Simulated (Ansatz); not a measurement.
# BP (F-43m): zero-pressure volume and bulk modulus with RPBE

One table from this session's results is given with a row withheld; the runs are named, their logs left out.

Program: Ansatz 0.2.0. Level of theory: DFT RPBE, scalar-relativistic, plane waves, PAW. These are calculated values, not measurements.

1 further run of the same task is left out (set aside as unsound or not needed). Runs told in other sessions of the task aren't counted.

### The system as given

It takes space group F-43m (No. 216, cubic). Conventional cell: a = 4.538 Å, b = 4.538 Å, c = 4.538 Å, α = 90.00°, β = 90.00°, γ = 90.00°. B (site symmetry -43m) has 4 P at 1.97 Å in its first shell of neighbours. P (site symmetry -43m) has 4 B at 1.97 Å in its first shell of neighbours.

Structure file:

```cif
data_structure
_symmetry_space_group_name_H-M 'F-43m'
_symmetry_Int_Tables_number 216
_cell_length_a 4.5380
_cell_length_b 4.5380
_cell_length_c 4.5380
_cell_angle_alpha 90.000
_cell_angle_beta 90.000
_cell_angle_gamma 90.000
_cell_volume 93.45
loop_
_atom_site_label
_atom_site_type_symbol
_atom_site_symmetry_multiplicity
_atom_site_Wyckoff_symbol
_atom_site_fract_x
_atom_site_fract_y
_atom_site_fract_z
_atom_site_occupancy
B1 B 4 a 0.00000 0.00000 0.00000 1
P1 P 4 c 0.25000 0.25000 0.25000 1
```

At PBE, an earlier run found 1.15 GPa for this cell of 11.682 Å³/atom (8×8×8 mesh), mesh gap 1.27 eV.

The first run:

Contents of input.yaml:

```yaml
crystal:
  lattice:
    - [0.0, 2.2690012231, 2.2690012231]
    - [2.2690012231, 0.0, 2.2690012231]
    - [2.2690012231, 2.2690012231, 0.0]
  atoms:
    - { symbol: B, position: [0.0, 0.0, 0.0] }
    - { symbol: P, position: [0.75, 0.75, 0.75] }
basis:
  ecutwfc: 420
  ecutrho_ratio: 4
kpoints:
  mp_grid: { grid: [8, 8, 8] }
hamiltonian:
  xc: rpbe
scf:
  occupations: { method: gaussian, width: 0.05 }
output:
  forces: true
  stress: true
  eigenvalues: true
```

Command:

```sh
ansatz run input.yaml --threads 4 --pin off --max-ram 8192MiB --backend cpu --events-out ev --progress --plain --runs-dir out
```

Steps of the session up to this table: At the given cell; Stepping to 11.992 Å³/atom; Stepping to 11.971 Å³/atom; Volume × 0.98 of the new zero; Volume × 1.02 of the new zero; Volume × 0.96 of the new zero; Volume × 1.04 of the new zero.

One table of the session follows, with a row left open; its other results are not shown here.

It belongs to the step «Energy and pressure against volume». 

| volume (Å³/atom) | energy (meV/atom) | pressure (GPa) |
| --- | --- | --- |
| 11.492 | 9.92 | 6.86 |
| 11.731 | 2.42 | 3.27 |
| 11.971 | 0.00 | 0.00 |
| 12.210 | ? | ? |
| 12.449 | 8.72 | -5.65 |

**Question.** Estimate the row for volume (Å³/atom) = 12.210.

Worked estimate for «energy (meV/atom)». A straight line through the neighbours (11.971, 0.00) and (12.449, 8.72) gives 0.00 + (8.72 − 0.00) × (12.210 − 11.971) / (12.449 − 11.971) = 4.36; a parabola fitted to 3 rows on both sides gives 2.11.

The run gave: energy (meV/atom): 2.25; pressure (GPa): -2.96. In «energy (meV/atom)» the line misses by +2.11 and the parabola by -0.14.
